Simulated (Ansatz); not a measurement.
C under changes of volume

One of the cells (5.672 Å³/atom); the others are scaled copies at fixed shape and fractional positions:

```
CELL_PARAMETERS angstrom
0.00000 1.78337 1.78337
1.78337 0.00000 1.78337
1.78337 1.78337 0.00000
ATOMIC_POSITIONS crystal
C 0.75000 0.75000 0.75000
C 0.50000 0.50000 0.50000
```

This isn't the form of C at room conditions, which is graphite.

```yaml
Program: Ansatz 0.2.0
Functional: BHLYP
Potentials_or_basis: Ansatz PAW
Cutoff: "420 eV (not typed: the program's choice for these potentials)"
k_mesh: 7 × 7 × 7
Occupations: fermi-dirac, width 0.05 eV
Spin: no spin polarisation
```

| volume (Å³/atom) | energy over the lowest point (meV/atom) | pressure (GPa) | gap on the mesh (eV) |
| --- | --- | --- | --- |
| 5.332 | 14.57 | 21.4 | 8.72 |
| 5.445 | 3.53 | 10.0 | 8.66 |
| 5.558 | 0.00 | -0.3 | 8.60 |
| 5.672 | ? | ? | ? |
| 5.785 | 13.61 | -18.2 | 8.48 |
| 5.899 | 29.33 | -26.0 | 8.42 |
| 6.012 | 50.40 | -33.2 | 8.36 |

**Question.** What does the run at 5.672 Å³/atom give?

**Answer.** Energy over the lowest point 3.60 meV/atom; pressure -9.7 GPa; gap on the mesh 8.54 eV.

Worked out: A Birch-Murnaghan fit of order 3 (a polynomial in V^(-2/3)) to the other rows has its minimum at 5.56 Å³/atom with B0 = V·E''(V) = 486 GPa and B' = 3.6. It gives 3.63 meV/atom at 5.672 Å³/atom, against the run's 3.60, and -dE/dV = -9.7 GPa, against -9.7. A straight line through the other rows of the gap, of slope -3 eV per unit of ln V, gives 8.54 eV, against the run's 8.54.

Energies are extrapolated to zero smearing.

Caveats: all runs use coarse meshes; odd divisions of the mesh miss points on the zone boundary, where band edges often lie, so the gap on the mesh can be too wide; the PAW data sets come from PBE, with cores solved anew for the run's functional, which leaves a small shift of forces and pressure; the thresholds are loose for stress.

A mesh can miss the band edges.
